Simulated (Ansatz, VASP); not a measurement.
## One calculation of TiO2, two programs

```xyz
6
Lattice="4.6433 0.0000 0.0000 0.0000 4.6433 0.0000 0.0000 0.0000 2.9639" Properties=species:S:1:pos:R:3 pbc="T T T"
Ti    0.0000    0.0000    0.0000
Ti    2.3216    2.3216    1.4819
O     1.4168    1.4168    0.0000
O     0.9048    3.7384    1.4819
O     3.2265    3.2265    0.0000
O     3.7384    0.9048    1.4819
```

Alike in both runs: functional PBE; k mesh 6 × 6 × 10; occupations gaussian, width 0.02 eV; no spin polarisation.

Ansatz relaxed the structure, and its values are those at the end. VASP's run is a single point on that final structure, the one shown.

|  | VASP | Ansatz |
| --- | --- | --- |
| version | VASP 6.6.1 | Ansatz 0.2.0 |
| potentials or method | VASP PAW PBE potentials, release 64 (Ti_sv, O) | scalar-relativistic, plane waves, PAW |
| plane-wave cutoff (eV) | 520 | 420 |
| valence electrons in the cell | 48 | 48 |

Ansatz gave:

* gap on the k mesh at the Fermi level (eV): 1.86
* least direct gap on the mesh (eV): 1.86
* pressure (GPa): 0.0
* rms of the force components (eV/Å): 0.000

Estimate VASP's values.

gap on the k mesh at the Fermi level (eV): 1.84; least direct gap on the mesh (eV): 1.84; pressure (GPa): 0.7; rms of the force components (eV/Å): 0.014.

A k mesh can miss the band edges. PBE gaps usually lie below the measured ones, often by a third to a half.
